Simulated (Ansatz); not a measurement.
# A strain series on ZnSnN2 (ordering on rocksalt): xy shear, engineering strain (angle)

ZnSnN2, ordered on the rocksalt lattice (R-3m) with 4 atoms a cell, relaxed with r2SCAN in the PAW code Ansatz, then strained (xy shear, engineering strain (angle); angles, axes as in the cell below) with the atoms relaxed again within the symmetry that is left. The symmetry is R-3m (No. 166, trigonal); conventional cell a = 3.167 Å, c = 15.449 Å, 11.19 Å³ an atom. Zn has 6 N at 2.27 Å; Sn has 6 N at 2.21 Å; N has 3 Sn at 2.21 Å and 3 Zn at 2.27 Å. All values are calculated for a non-magnetic cell, which may be hypothetical.

```xyz
4
Lattice="1.5837 0.9143 5.1498 -1.5837 0.9143 5.1498 0.0000 -1.8287 5.1498" Properties=species:S:1:pos:R:3 pbc="T T T"
Zn    1.5837    0.9143    5.1498
Sn    0.0000    0.0000    7.7247
N     0.0000    0.0000    3.8078
N     0.0000    0.0000   11.6416
```

Gaps are the least over each mesh (PBE 10×10×10, r2SCAN 10×10×10 when unstrained) and the special points, which keep their unstrained names; stress is the change from the unstrained cell, compression positive.

```
strain (%)  gap, PBE (eV)  gap, r2SCAN (eV)                edges, r2SCAN  xy stress, r2SCAN (GPa)  energy rise, r2SCAN (meV/atom)
      -1.0          0.730             1.183  (-0.018, 0.188, -0.208) → Γ                    +1.35                             0.5
       0.0          0.737             1.189  (-0.005, 0.195, -0.201) → Γ                     0.00                             0.0
      +1.5          0.726             1.179  (0.185, -0.021, -0.208) → Γ                    -2.02                             1.1
      +5.0          0.553             1.045                        F → F                    -6.72                            11.7
```

No spin-orbit coupling is included; it can move band edges with weight on the heavy atoms by tenths of an eV.

Where an edge lies off the special points, it is a point of the mesh or the k point where a search put PBE's edge or least direct gap, reused for the other functionals, whose own edges may lie a little apart.

Coordinates of k points refer to the reciprocal vectors of the primitive cell of the runs.
